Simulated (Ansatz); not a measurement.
A run of Ansatz 0.2.0 is set up as follows.

Contents of input.yaml:

```yaml
crystal:
  lattice:
    - [3.4800006906, 0.0, 0.0]
    - [-1.7400003453, 3.0137690032, 0.0]
    - [0.0, 0.0, 20.59]
  atoms:
    - { symbol: Pb, position: [0.3333333333, 0.6666666666, 0.3642544925] }
    - { symbol: Pb, position: [0.6666666667, 0.3333333334, 0.5] }
    - { symbol: Pb, position: [0.3333333333, 0.6666666666, 0.6357455075] }
kpoints:
  mp_grid: { grid: [9, 9, 1] }
  band_path:
    path:
      - [0.0, 0.0, 0.0]
      - [0.5, 0.0, 0.0]
      - [0.3333333333, 0.3333333333, 0.0]
      - [0.0, 0.0, 0.0]
      - [0.0, 0.0, 0.5]
      - [0.5, 0.0, 0.5]
      - [0.3333333333, 0.3333333333, 0.5]
      - [0.0, 0.0, 0.5]
    npoints: 6
scf:
  occupations: { method: fermi_dirac, width: 0.05 }
hamiltonian:
  xc: pbe
  pseudopotentials: { kind: all_electron, lapw: { basis_error: 0.002 } }
output:
  forces: true
  stress: true
  eigenvalues: true
  fatbands: true
  dos: { projected: true, de: 0.1, e_range: [-10, 6] }
  populations: true
```

Potentials or basis: all-electron LAPW, scalar-relativistic.

Command:

```bash
$ ansatz run input.yaml --threads 4 --pin off --max-ram 14336MiB --backend cpu --events-out ev --progress --plain --runs-dir out
```

Estimate the work function.

3.98 eV.

What does it give for the band gap along the path?

None (metal or under the smearing width).

What does it give for the largest force?

0.227 eV/Å.

Stress tensor (GPa, compression positive):
```
0.11 0.00 0.00
0.00 0.11 0.00
0.00 0.00 0.94
```

Caveat: spin-orbit coupling is left out, which moves the levels of the heavy elements; the density of states is complete only up to the lowest level of the last band computed.
